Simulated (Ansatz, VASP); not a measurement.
## ZrC in VASP and in Ansatz

```xyz
2
Lattice="0.0000 2.3502 2.3502 2.3502 0.0000 2.3502 2.3502 2.3502 0.0000" Properties=species:S:1:pos:R:3 pbc="T T T"
Zr    2.3502    2.3502    2.3502
C     0.0000    0.0000   -0.0500
```

Change from the starting cell: all C atoms moved -0.050 Å, as atom 2 along Cartesian [0 0 1].

Alike in both runs: task single point; functional PBEsol; k mesh 18 × 18 × 18; occupations gaussian, width 0.15 eV; no spin polarisation.

|  | VASP | Ansatz |
| --- | --- | --- |
| version | VASP 6.6.1 | Ansatz 0.2.0 |
| potentials or method | VASP PAW PBE potentials, release 64 (Zr_sv, C) | scalar-relativistic, plane waves, PAW |
| plane-wave cutoff (eV) | 520 | 420 |
| valence electrons in the cell | 16 | 16 |

VASP gave:

| Property | Result |
| --- | --- |
| gap on the k mesh at the Fermi level (eV) | none |
| pressure (GPa) | -4.0 |
| largest component of the traceless stress (GPa) | 0.43 |
| rms of the force components (eV/Å) | 0.202 |

Estimate Ansatz's values.

gap on the k mesh at the Fermi level (eV): none; pressure (GPa): -4.4; largest component of the traceless stress (GPa): 0.42; rms of the force components (eV/Å): 0.200.

Atom by atom the forces differ by 0.001 eV/Å (rms over components). A gap of «none» marks a metal or a gap that the smearing closes.

Caveats: the PAW data sets were made with another functional, which shifts forces and pressure a little (VASP).
